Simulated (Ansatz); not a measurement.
# CdF2 monolayer (1T) under uniaxial strain along the armchair direction, normal to a, with the width clamped, part 2 of 2

Wanted: the shifts of the zone-centre modes of CdF2 monolayer (1T) with strain.

Ansatz 0.2.0; DFT PBE, scalar-relativistic, plane waves, PAW; PAW set soft_1.

So far. Step 4 (Tight relaxation): The largest force component left is 0.20 meV/Å, within the tolerances set.

### 5. Modes at rest

Phonons follow from the second derivative of the energy, found here by linear response.

The modes at rest are the reference of the series.

Input file input.yaml:

```yaml
crystal:
  lattice:
    - [3.5537328323, 0.0, 0.0]
    - [-1.7768664162, 3.0776229111, 0.0]
    - [0.0, 0.0, 27.6]
  atoms:
    - { symbol: Cd, position: [0.0, 0.0, 0.3623188406] }
    - { symbol: F, position: [0.3333333333, 0.6666666667, 0.3983411346] }
    - { symbol: F, position: [0.6666666667, 0.3333333333, 0.3262965465] }
  periodic: [true, true, false]
kpoints:
  mp_grid: { grid: [9, 9, 1] }
hamiltonian:
  xc: pbe
  pseudopotentials: { kind: paw, azcp: { folder: soft_1 } }
scf:
  occupations: { method: fixed }
output:
  eigenvalues: true
phonons:
  method: dfpt
```

Started as:

```console
> ansatz run input.yaml --threads 4 --pin off --max-ram 16384MiB --backend cpu --events-out ev --progress --plain --runs-dir out
```

Numbers of over 12 decimals in the logs are rounded to 6 here.

Output:

```text
Warning: crystal.symmetry: narrowed to the stabiliser of the run's FFT grids — unitary ops 12 → 6. A phonons.method: dfpt run fills in the rows of the dynamical matrix that it does not solve by its symmetry operations, which is exact only for operations that map its FFT grids onto themselves: filled in by any other, the frequencies could depend on the order in which like atoms are typed, or, by more than the grids' own error, on where the crystal sits among the grids' points. Excluded: 6 operations. The run can therefore solve more perturbations, solve them on more k-points, or both, and cost more. [rest of the remark cut]
[...]
Crystal: 3 atoms, lattice volume = 301.863 Å³
Basis set: ecut = 420 eV, 5811 PW (Γ), exchange–correlation on 48×48×384 points (8 copies of the dense FFT grid, shifted against one another)
Bands: 21, of which v1, the nominal top of the filled ones, is band 17 counted from 1 (16 counted from 0)
Symmetry: 12 space group operations
k-points: 25 of 81 (irreducible under 2 space group operations, time reversal used)
[...]
SCF iter   1: F=—  HF=-9873.900845 eV  |F-HF|=—  |Δ(HF+E_count)|=         —  Δρ=4.53e-2  dr2=6.17e0  ethr=3.10e-3  ⟨swp⟩=6.4  Hψ=2358  notcnv=0  defer=38
[...]
SCF iter  10: F=-9872.034883 eV  HF=-9872.034883 eV  |F-HF|=3.64e-11  |Δ(HF+E_count)|=  2.73e-11  Δρ=1.53e-7  dr2=3.52e-11  ethr=1.00e-12  ⟨swp⟩=19.0  Hψ=4700  notcnv=0
SCF 1 converged in 10 iterations: F = -9872.034883 eV  dr2 = 3.52e-11
[...]
DFPT response loops at Γ: preconditioner auto → none (the input reference at scf.mixing.eps_inf says where Resta's filter doesn't serve); β = 0.50; Broyden in place of MSR1
SCF converged after 10 iterations
Free energy (F): -9872.034883 eV
[...]
Internal energy: -9872.034883 eV  (E = F + TS)
E sigma→0 (E₀):  -9872.034883 eV
Fermi energy:    -8.792124 eV
[...]
--- Band table (eV; the first three rows and the last of 25) ---
  k-point 0: bands = [... 13 lower, -9.9405, -9.5924, -8.7921, -8.7921, -4.9235, -1.5245 (-1.5245°), -0.0903, 0.2120]
  k-point 1: bands = [... 13 lower, -9.9120, -9.5422, -8.9513, -8.8176, -4.5845, -1.2889 (-1.2889°), 0.0924, 0.4153]
  k-point 2: bands = [... 13 lower, -10.0779, -9.4658, -9.2442, -8.8479, -3.7148, -0.6551 (-0.6551°), 0.6306, 1.0156]
  k-point 24: bands = [... 13 lower, -10.3922, -9.7767, -9.1314, -8.9929, -2.0516, 0.7795 (0.7795°), 1.6837, 2.4529]
  ° read free of the cell's end (the report's vacuum.weakly_bound_levels)
--- Phonons (Γ-DFPT): 6 representative perturbations + reference, on 25 of 81 k-points (Σ response iterations 23) ---
  ASR residual: 1.360e-4 → 0.000e0 eV/Å²; symmetrization residual: 6.217e-6 eV/Å²
  The last average, over the group as it would stand without the narrowing to the FFT grids, took up to 3.185e-6 eV/Å² of the zone centre's force constants
  ASR residual per site (eV/Å²): 2.53e-5 1.26e-4 1.36e-4
  Γ frequencies (cm⁻¹): 0.00 0.00 0.00 228.31 228.31 252.49 252.49 287.13 303.76
  non-analytic LO–TO correction: not included (Born effective charges unavailable; polar crystals: no LO–TO splitting at Γ)
```

It took 21 s on 4 threads of Arm Neoverse V2, shared host; peak memory 0.93 GiB; 76 s of CPU time.

Numbers from this step:

```
sum-rule residual before enforcement                    : 1.36e-4 eV/Å²
point group                                             : -3m
highest optical mode at the zone centre (no LO-TO term) : 303.8 cm⁻¹
lowest optical zone-centre mode                         : 228.3 cm⁻¹
```

Without the LO-TO term. Patterns of degenerate modes are one choice out of their space. Modes at Γ, with each element's share of the kinetic energy:

| mode | frequency (cm⁻¹) | symmetry | Cd % | F % |
| --- | --- | --- | --- | --- |
| 1 | 0.0 | acoustic | 75 | 25 |
| 2 | 0.0 | acoustic | 75 | 25 |
| 3 | 0.0 | acoustic | 75 | 25 |
| 4 | 228.3 | Eg | 0 | 100 |
| 5 | 228.3 | Eg | 0 | 100 |
| 6 | 252.5 | Eu | 25 | 75 |
| 7 | 252.5 | Eu | 25 | 75 |
| 8 | 287.1 | A1g | 0 | 100 |
| 9 | 303.8 | A2u | 25 | 75 |

Displacements in mode 4 (228.3 cm⁻¹), the largest set to 1:
```
Cd1  0.00  0.00  0.00
F2   0.02  1.00  0.00
F3  -0.02 -1.00  0.00
```

Displacements in mode 6 (252.5 cm⁻¹), the largest set to 1:
```
Cd1 -0.34 -0.26  0.00
F2   1.00  0.78  0.00
F3   1.00  0.78  0.00
```

Before it was imposed, the acoustic sum rule was missed by 1.4e-4 eV/Å². Small misses are needed for a sound result but don't prove that mesh and cutoff are converged. The lowest optical mode is real, 228 cm⁻¹.

### 6. Relaxation of a member: uniaxial strain of +5 % along the armchair direction, normal to a, with the width clamped

The cell takes a uniaxial strain of +5 % along the armchair direction, normal to a, with the width clamped. The cell is held, and the atoms relax in it.

input.yaml, the sections that differ from step 5:

```yaml
crystal:
  lattice:
    - [3.5537328323, 0.0, 0.0]
    - [-1.7768664162, 3.2315040566, 0.0]
    - [0.0, 0.0, 27.6]
  atoms:
    - { symbol: Cd, position: [0.0, 0.0, 0.3623188406] }
    - { symbol: F, position: [0.3334168035, 0.6668336069, 0.3967679401] }
    - { symbol: F, position: [0.6665831965, 0.3331663931, 0.3278697411] }
  periodic: [true, true, false]
output:
  forces: true
  stress: true
  eigenvalues: true
relax:
  adjacent_minimum: "off"
  f_tol: 0.001
  max_steps: 60
# kpoints, hamiltonian, scf: as in step 5
# phonons: removed
```

Output:

```text
[...]
--- Relaxed structure (5 steps of the walk, 5 accepted, 0 SCFs on fresh bases) ---
  F+E_penalty+E_count = -9872.00034633 eV   max|allowed force component| = 3.278e-5 eV/Å
  cell:  # Å, volume = 316.9557 Å³
    - [3.5537328323, 2.7492956093534948e-11, 0.0]
    - [-1.776866416175, 3.231504, 0.0]
    - [0.0, 0.0, 27.6]
  atoms:
    - { symbol: Cd, position: [0, 0, 0.3623188406] }
    - { symbol: F, position: [0.333919, 0.667838, 0.396402] }
    - { symbol: F, position: [0.666081, 0.332162, 0.328236] }
[key lines of the parts left out:]
SCF converged after 5 iterations
Free energy (F): -9872.000346 eV
Fermi energy:    -8.565370 eV
P = ½ c Tr σ = -1.3373 N/m
```

It took 11 s on 4 threads; peak memory 0.61 GiB; 42 s of CPU time.

The steps of the relaxation:

| step | energy less that of the first step (eV) | largest force component (eV/Å) |
| --- | --- | --- |
| 1 | 0.0000 | 0.0535 |
| 2 | -0.0006 | 0.0078 |
| 3 | -0.0006 | 0.0051 |
| 4 | -0.0006 | 0.0015 |
| 5 | -0.0006 | 0.0000 |

The run keeps the 4 symmetry operations that it works with, so distortions that break them were not tested.

The atoms that moved most (Å):

| atom | dx | dy | dz | length |
| --- | --- | --- | --- | --- |
| F2 | 0.000 | 0.003 | -0.010 | 0.011 |
| F3 | 0.000 | -0.003 | 0.010 | 0.011 |

Final coordinates:

```xyz
3
Lattice="3.5537 0.0000 0.0000 -1.7769 3.2315 0.0000 0.0000 0.0000 27.6000" Properties=species:S:1:pos:R:3
Cd    0.0000    0.0000   10.0000
F     0.0000    2.1581   10.9407
F     1.7769    1.0734    9.0593
```

This step gave:

* gap on the k-mesh: 3.696 eV
* area per atom: 3.828 Å²

The largest force component left is 0.033 meV/Å.

### 7. Modes of this member: uniaxial strain of +5 % along the armchair direction, normal to a, with the width clamped

The zone-centre modes follow for uniaxial strain of +5 % along the armchair direction, normal to a, with the width clamped.

input.yaml, the sections that differ from step 6:

```yaml
crystal:
  lattice:
    - [3.5537328323, 0.0, 0.0]
    - [-1.7768664162, 3.2315040566, 0.0]
    - [0.0, 0.0, 27.6]
  atoms:
    - { symbol: Cd, position: [0.0, 0.0, 0.3623188406] }
    - { symbol: F, position: [0.3339190031, 0.6678380061, 0.3964019274] }
    - { symbol: F, position: [0.6660809969, 0.3321619939, 0.3282357538] }
  periodic: [true, true, false]
output:
  eigenvalues: true
phonons:
  method: dfpt
# kpoints, hamiltonian, scf: as in step 6
# relax: removed
```

Output:

```text
[...]
Crystal: 3 atoms, lattice volume = 316.956 Å³
Basis set: ecut = 420 eV, 6155 PW (Γ), exchange–correlation on 60×60×384 points (8 copies of the dense FFT grid, shifted against one another)
Bands: 21, of which v1, the nominal top of the filled ones, is band 17 counted from 1 (16 counted from 0)
Symmetry: 4 space group operations
k-points: 25 of 81 (irreducible under 2 space group operations, time reversal used)
[...]
SCF iter   1: F=—  HF=-9873.955540 eV  |F-HF|=—  |Δ(HF+E_count)|=         —  Δρ=4.47e-2  dr2=6.38e0  ethr=3.10e-3  ⟨swp⟩=6.2  Hψ=2411  notcnv=0  defer=36
[...]
SCF iter  10: F=-9872.000346 eV  HF=-9872.000346 eV  |F-HF|=1.27e-11  |Δ(HF+E_count)|=  4.31e-10  Δρ=2.14e-7  dr2=8.78e-11  ethr=1.00e-12  ⟨swp⟩=19.4  Hψ=4973  notcnv=0
SCF 1 converged in 10 iterations: F = -9872.000346 eV  dr2 = 8.78e-11
[...]
SCF converged after 10 iterations
Free energy (F): -9872.000346 eV
[...]
Internal energy: -9872.000346 eV  (E = F + TS)
E sigma→0 (E₀):  -9872.000346 eV
Fermi energy:    -8.565378 eV
[...]
--- Band table (eV; the first three rows and the last of 25) ---
  k-point 0: bands = [... 13 lower, -9.6954, -9.3351, -8.7495, -8.6269, -4.8698, -1.5009 (-1.5009°), -0.0789, 0.2196]
  k-point 1: bands = [... 13 lower, -9.6931, -9.2864, -8.8773, -8.6314, -4.5578, -1.3002 (-1.3002°), 0.0869, 0.4020]
  k-point 2: bands = [... 13 lower, -9.8600, -9.2100, -9.1101, -8.6241, -3.7516, -0.7487 (-0.7487°), 0.5732, 0.9420]
  k-point 24: bands = [... 13 lower, -10.1863, -9.4124, -8.9225, -8.8727, -2.0391, 0.6695 (0.6695°), 1.5832, 2.4516]
  ° read free of the cell's end (the report's vacuum.weakly_bound_levels)
[...]
ASR residual: 3.148e-4 → 0.000e0 eV/Å²; symmetrization residual: 9.294e-6 eV/Å²
[...]
ASR residual per site (eV/Å²): 2.19e-5 3.15e-4 3.14e-4
  Γ frequencies (cm⁻¹): 0.00 0.00 0.00 207.96 216.46 231.07 252.40 274.36 291.95
[...]
```

Run time: 34 s. Hardware: 4 threads; peak memory 1 GiB.

Numbers from this step:

```yaml
sum_rule_residual_before_enforcement: 3.15e-4 eV/Å²
point_group: 2/m
highest_optical_mode_at_the_zone_centre_no_lo_to_term: 291.9 cm⁻¹
lowest_optical_zone_centre_mode: 208.0 cm⁻¹
```

Without the LO-TO term. Patterns of degenerate modes are one choice out of their space. The modes at Γ (shares of kinetic energy by element, %):

| mode | frequency (cm⁻¹) | symmetry | Cd % | F % |
| --- | --- | --- | --- | --- |
| 1 | 0.0 | acoustic | 75 | 25 |
| 2 | 0.0 | acoustic | 75 | 25 |
| 3 | 0.0 | acoustic | 75 | 25 |
| 4 | 208.0 | Bu | 25 | 75 |
| 5 | 216.5 | Ag | 0 | 100 |
| 6 | 231.1 | Bg | 0 | 100 |
| 7 | 252.4 | Au | 25 | 75 |
| 8 | 274.4 | Ag | 0 | 100 |
| 9 | 291.9 | Bu | 25 | 75 |

Displacements in mode 4 (208.0 cm⁻¹), the largest set to 1:
```
Cd1  0.00 -0.34 -0.10
F2   0.00  1.00  0.29
F3   0.00  1.00  0.29
```

Displacements in mode 6 (231.1 cm⁻¹), the largest set to 1:
```
Cd1  0.00  0.00  0.00
F2   1.00  0.00  0.00
F3  -1.00  0.00  0.00
```

The lowest optical mode is real, 208 cm⁻¹, and the highest lies at 291.9 cm⁻¹.

Between step 5 and this run (strain 5 %) the value for the highest optical mode at the zone centre (no LO-TO term) moves from 304 cm⁻¹ to 292 cm⁻¹ (-4 %).

### 8. Relaxation of a member: uniaxial strain of -3 % along the armchair direction, normal to a, with the width clamped

The cell takes a uniaxial strain of -3 % along the armchair direction, normal to a, with the width clamped. The cell is held, and the atoms relax in it.

input.yaml, the sections that differ from step 7:

```yaml
crystal:
  lattice:
    - [3.5537328323, 0.0, 0.0]
    - [-1.7768664162, 2.9852942237, 0.0]
    - [0.0, 0.0, 27.6]
  atoms:
    - { symbol: Cd, position: [0.0, 0.0, 0.3623188406] }
    - { symbol: F, position: [0.3343823492, 0.6687646983, 0.3991791958] }
    - { symbol: F, position: [0.6656176508, 0.3312353017, 0.3254584854] }
  periodic: [true, true, false]
output:
  forces: true
  stress: true
  eigenvalues: true
relax:
  adjacent_minimum: "off"
  f_tol: 0.001
  max_steps: 60
# kpoints, hamiltonian, scf: as in step 7
# phonons: removed
```

Output:

```text
[...]
Crystal: 3 atoms, lattice volume = 292.807 Å³
Basis set: ecut = 420 eV, 5689 PW (Γ), exchange–correlation on 48×48×384 points (8 copies of the dense FFT grid, shifted against one another)
Bands: 21, of which v1, the nominal top of the filled ones, is band 17 counted from 1 (16 counted from 0)
Symmetry: 4 space group operations
[...]
--- Relaxed structure (5 steps of the walk, 5 accepted, 0 SCFs on fresh bases) ---
  F+E_penalty+E_count = -9872.02128906 eV   max|allowed force component| = 5.151e-4 eV/Å
  cell:  # Å, volume = 292.8067 Å³
    - [3.5537328323, 2.976041639007034e-11, 0.0]
    - [-1.776866416175, 2.985294, 0.0]
    - [0.0, 0.0, 27.6]
  atoms:
    - { symbol: Cd, position: [0, 0, 0.3623188406] }
    - { symbol: F, position: [0.335165, 0.670329, 0.399609] }
    - { symbol: F, position: [0.664835, 0.329671, 0.325029] }
[key lines of the parts left out:]
SCF converged after 2 iterations
Free energy (F): -9872.021289 eV
Fermi energy:    -8.858689 eV
P = ½ c Tr σ = 0.9135 N/m
```

Wall time 9 s (4 threads); peak memory 0.59 GiB.

The steps of the relaxation:

| step | energy less that of the first step (eV) | largest force component (eV/Å) |
| --- | --- | --- |
| 1 | 0.0000 | 0.0732 |
| 2 | -0.0009 | 0.0118 |
| 3 | -0.0009 | 0.0067 |
| 4 | -0.0010 | 0.0005 |
| 5 | -0.0010 | 0.0005 |

The run keeps the 4 symmetry operations that it works with, so distortions that break them were not tested.

The atoms that moved most (Å):

| atom | dx | dy | dz | length |
| --- | --- | --- | --- | --- |
| F2 | 0.000 | 0.005 | 0.012 | 0.013 |
| F3 | 0.000 | -0.005 | -0.012 | 0.013 |

The relaxed structure:

```xyz
3
Lattice="3.5537 0.0000 0.0000 -1.7769 2.9853 0.0000 0.0000 0.0000 27.6000" Properties=species:S:1:pos:R:3
Cd    0.0000    0.0000   10.0000
F     0.0000    2.0011   11.0292
F     1.7769    0.9842    8.9708
```

This step gave:

| Quantity | Value |
| --- | --- |
| gap on the k-mesh | 3.872 eV |
| area per atom | 3.536 Å² |

The largest force component left is 0.52 meV/Å.

### 9. Modes of this member: uniaxial strain of -3 % along the armchair direction, normal to a, with the width clamped

The zone-centre modes follow for uniaxial strain of -3 % along the armchair direction, normal to a, with the width clamped.

input.yaml, the sections that differ from step 8:

```yaml
crystal:
  lattice:
    - [3.5537328323, 0.0, 0.0]
    - [-1.7768664162, 2.9852942237, 0.0]
    - [0.0, 0.0, 27.6]
  atoms:
    - { symbol: Cd, position: [0.0, 0.0, 0.3623188406] }
    - { symbol: F, position: [0.3351646403, 0.6703292806, 0.3996090648] }
    - { symbol: F, position: [0.6648353597, 0.3296707194, 0.3250286164] }
  periodic: [true, true, false]
output:
  eigenvalues: true
phonons:
  method: dfpt
# kpoints, hamiltonian, scf: as in step 8
# relax: removed
```

Output:

```text
[...]
Crystal: 3 atoms, lattice volume = 292.807 Å³
Basis set: ecut = 420 eV, 5689 PW (Γ), exchange–correlation on 48×48×384 points (8 copies of the dense FFT grid, shifted against one another)
Bands: 21, of which v1, the nominal top of the filled ones, is band 17 counted from 1 (16 counted from 0)
Symmetry: 4 space group operations
[...]
k-point 24: bands = [... 13 lower, -10.5343, -9.9999, -9.2557, -9.0837, -2.0995, 0.8374 (0.8374°), 1.7578, 2.4796]
  ° read free of the cell's end (the report's vacuum.weakly_bound_levels)
[...]
ASR residual: 1.055e-4 → 0.000e0 eV/Å²; symmetrization residual: 6.909e-6 eV/Å²
[...]
ASR residual per site (eV/Å²): 2.17e-5 1.05e-4 1.06e-4
  Γ frequencies (cm⁻¹): 0.00 0.00 0.00 225.14 234.63 255.86 265.09 296.32 318.25
[...]
[key lines of the parts left out:]
SCF converged after 10 iterations
Free energy (F): -9872.021289 eV
Fermi energy:    -8.858683 eV
```

Wall time 28 s (4 threads); peak memory 0.92 GiB; 1.7 min of CPU time.

Numbers from this step:

- sum-rule residual before enforcement: 1.06e-4 eV/Å²
- highest optical mode at the zone centre (no LO-TO term): 318.2 cm⁻¹
- lowest optical zone-centre mode: 225.1 cm⁻¹

Without the LO-TO term. Patterns of degenerate modes are one choice out of their space. The modes at Γ (shares of kinetic energy by element, %):

| mode | frequency (cm⁻¹) | symmetry | Cd % | F % |
| --- | --- | --- | --- | --- |
| 1 | 0.0 | acoustic | 75 | 25 |
| 2 | 0.0 | acoustic | 75 | 25 |
| 3 | 0.0 | acoustic | 75 | 25 |
| 4 | 225.1 | Bg | 0 | 100 |
| 5 | 234.6 | Ag | 0 | 100 |
| 6 | 255.9 | Au | 25 | 75 |
| 7 | 265.1 | Bu | 25 | 75 |
| 8 | 296.3 | Ag | 0 | 100 |
| 9 | 318.2 | Bu | 25 | 75 |

The lowest optical mode is real, 225 cm⁻¹, and the highest lies at 318.2 cm⁻¹.

Between step 5 and this run (strain -3 %) the value for the highest optical mode at the zone centre (no LO-TO term) moves from 304 cm⁻¹ to 318 cm⁻¹ (+5 %).

### 10. The series together

The members are set side by side, also those not shown above.

Energies are extrapolated to zero smearing, and E0 is that at rest; the cell is clamped and the atoms are relaxed. State of the crystal along the series:

| strain (%) | E - E0 (meV/atom) | gap on mesh (eV) |
| --- | --- | --- |
| -3 | 4.532 | 3.872 |
| -2 | 2.022 | 3.871 |
| -1 | 0.5142 | 3.87 |
| 0 | 0 | 3.869 |
| 1 | 0.5043 | 3.85 |
| 2 | 1.956 | 3.817 |
| 3 | 4.288 | 3.778 |
| 4 | 7.505 | 3.738 |
| 5 | 11.51 | 3.696 |

Optical modes are counted from below at rest and tracked from member to member by their patterns, and modes that stay within 0.3 cm⁻¹ of each other stand once; labels, where given, are those at rest, then, where named, those of the strained cell; the cell is clamped and the atoms are relaxed. Optical modes along the series:

| strain (%) | optical mode 1 Eg to Ag single part (cm⁻¹) | optical mode 2 Eg to Bg single part (cm⁻¹) | optical mode 3 Eu to Bu single part (cm⁻¹) | optical mode 4 Eu to Au single part (cm⁻¹) | optical mode 5 A1g to Ag (cm⁻¹) | optical mode 6 A2u to Bu (cm⁻¹) |
| --- | --- | --- | --- | --- | --- | --- |
| -3 | 234.6 | 225.1 | 265.1 | 255.9 | 296.3 | 318.2 |
| -2 | 232.8 | 226.2 | 262.1 | 254.5 | 293.2 | 312.9 |
| -1 | 230.6 | 227.3 | 257.9 | 253.4 | 290.1 | 308 |
| 0 | 228.3 | 228.3 | 252.5 | 252.5 | 287.1 | 303.8 |
| 1 | 225.9 | 229.2 | 245.8 | 251.8 | 284.3 | 300.2 |
| 2 | 223.4 | 230 | 237.8 | 251.5 | 281.5 | 297.4 |
| 3 | 221 | 230.6 | 228.7 | 251.4 | 278.9 | 295.1 |
| 4 | 218.7 | 230.9 | 218.7 | 251.7 | 276.5 | 293.3 |
| 5 | 216.5 | 231.1 | 208 | 252.4 | 274.4 | 291.9 |

Value and slope at zero strain of a cubic (a lower polynomial where under five rows exist) through the rows within 2 % of rest. Slopes at rest:

| mode | frequency (cm⁻¹) | shift per percent of strain (cm⁻¹) |
| --- | --- | --- |
| optical mode 1 Eg to Ag single part | 228.3 | -2.37 |
| optical mode 2 Eg to Bg single part | 228.3 | 0.94 |
| optical mode 3 Eu to Bu single part | 252.5 | -6.04 |
| optical mode 4 Eu to Au single part | 252.5 | -0.84 |
| optical mode 5 A1g to Ag | 287.1 | -2.93 |
| optical mode 6 A2u to Bu | 303.8 | -3.9 |

### 11. Results

* members: 9
* highest optical mode at the zone centre (no LO-TO term), at rest: 303.8 cm⁻¹
* optical mode 3 Eu to Bu single part, shift per percent: -6.04 cm⁻¹
* optical mode 4 Eu to Au single part, shift per percent: -0.84 cm⁻¹
* optical mode 5 A1g to Ag, shift per percent: -2.93 cm⁻¹
* optical mode 6 A2u to Bu, shift per percent: -3.90 cm⁻¹

What this shows: The strain lowers the symmetry: the level at 252.5 cm⁻¹ splits, into 208.0 and 252.4 cm⁻¹ at +5 %. Within 2 % of rest optical mode 3 Eu to Bu single part and optical mode 4 Eu to Au single part bend away from a straight line, so a single slope holds only near rest. The width is clamped, so the contraction across the strain that a free sheet shows is left out. These are harmonic frequencies at zero temperature: anharmonic shifts, linewidths and thermal expansion are left out. The starting cell was built on a prototype and not taken from a measurement. Only the zone centre was solved, so an instability at another wavevector cannot show here. In a sheet the LO-TO splitting vanishes at the zone centre, so no such term is missing here.

[Logs are printed without paths, hosts, clocks, repeated set-up lines and the standing remarks that a program may print on its own settings, such as how far it seeks lower states.]

[Hosts, paths, dates, database ids (printed as entryN), source tags and the programs' standing remarks are cut or masked in the printed files.]
